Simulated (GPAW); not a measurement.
CdSe (Cadmoselite), 4 atoms in the cell. It takes space group P6_3mc (No. 186, hexagonal). The conventional cell has a = 4.357 Å, b = 4.357 Å, c = 7.112 Å, α = 90.00°, β = 90.00°, γ = 120.00°. Around Cd (site symmetry 3m) lie 4 Se at 2.64 to 2.74 Å. Se (site symmetry 3m) has 4 Cd at 2.64 to 2.74 Å as nearest neighbours. 

| Quantity | Value |
| --- | --- |
| Program | GPAW 26.7.0 |
| Task | dielectric tensor |
| Functional | PBE |
| Potentials or basis | GPAW PAW data sets (gpaw-data 1.2.1) |
| Cutoff | 500 eV |
| Basis | pw |
| k mesh | 6 × 6 × 3 |
| Occupations | fermi-dirac, width 0.001 eV |
| Spin | no spin polarisation |
| Response ecut | 80 eV |
| Maxiter | 150 |
| Response k mesh | 8 × 8 × 4 |
| Response bands | 58 |
| Kernels | ["RPA"] |
| Coarser k mesh | 8 × 8 × 4 |

Potentials or basis: GPAW PAW data sets (gpaw-data 1.2.1), pw.

Launch:

```console
$ OMP_NUM_THREADS=1 python run.py
```

Hardware: 1 thread of Intel(R) Xeon(R) Processor @ 2.50GHz (Skylake/Cascade Lake), with other jobs on the host.

Problem. Estimate the wall time of this run.

Solution. It took 6.3 min on 1 thread of Intel(R) Xeon(R) Processor @ 2.50GHz (Skylake/Cascade Lake) (shared host), peak memory 0.51 GiB. Counts: scf iterations 26, plane waves 2994, bands 31, k points 17.
